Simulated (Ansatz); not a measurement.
# BaS (WC type): a single-point run

The task is a single-point run on BaS (WC type). The structure is shown as the input types it.

Program: Ansatz 0.2.0. Level of theory: DFT r2SCAN, scalar-relativistic, plane waves, PAW. These are calculated values, not measurements.

2 further runs of the same task are left out: 2 set aside as unsound or not needed. Runs told in other sessions of the task aren't counted.

### Step 1. Starting point

It takes space group P-6m2 (No. 187, hexagonal). Conventional cell: a = 2.307 Å, b = 2.307 Å, c = 2.103 Å, α = 90.00°, β = 90.00°, γ = 120.00°. Ba (site symmetry -6m2) is surrounded by 6 S at 1.70 Å. S (site symmetry -6m2) has 6 Ba at 1.70 Å in its first shell of neighbours.

Coordinates:

```cif
data_structure
_symmetry_space_group_name_H-M 'P 1'
_symmetry_Int_Tables_number 1
_cell_length_a 2.3073
_cell_length_b 2.3073
_cell_length_c 2.1034
_cell_angle_alpha 90.000
_cell_angle_beta 90.000
_cell_angle_gamma 120.000
_cell_volume 9.70
loop_
_atom_site_label
_atom_site_type_symbol
_atom_site_fract_x
_atom_site_fract_y
_atom_site_fract_z
_atom_site_occupancy
Ba1 Ba 0.00000 0.00000 0.00000 1
S1 S 0.66667 0.33333 0.50000 1
```

### Step 2. Running it

The input, input.yaml:

```yaml
crystal:
  lattice:
    - [2.3072756, 0.0, 0.0]
    - [-1.1536378, 1.99815928, 0.0]
    - [0.0, 0.0, 2.10339964]
  atoms:
    - { symbol: Ba, position: [-3.700743415525e-17, 0.0, 0.0] }
    - { symbol: S, position: [0.6666666666667, 0.3333333333333, 0.5] }
basis:
  ecutwfc: 500
  ecutrho_ratio: 4
kpoints:
  mp_grid: { grid: [6, 6, 6] }
hamiltonian:
  xc: r2scan
scf:
  occupations: { method: gaussian, width: 0.05 }
  max_iter: 60
output:
  forces: true
  stress: true
```

On the command line:

```bash
ansatz run input.yaml --threads 2 --pin off --max-ram 2662MiB --backend cpu --events-out ev --progress --plain --runs-dir out
```

What happens when this is run?

The program finished normally. It gives a pressure of 2619 GPa, which is large; a structure far from rest gives such values too, whatever the setting.

Lengths in ångström are taken as bohr, or scaled as if they were, so every distance is 0.53 of its value. The shortest distance in the input is 1.70 Å, between atoms 1 (Ba) and 2 (S).

Remedy: give the lengths in the unit that the input reads.
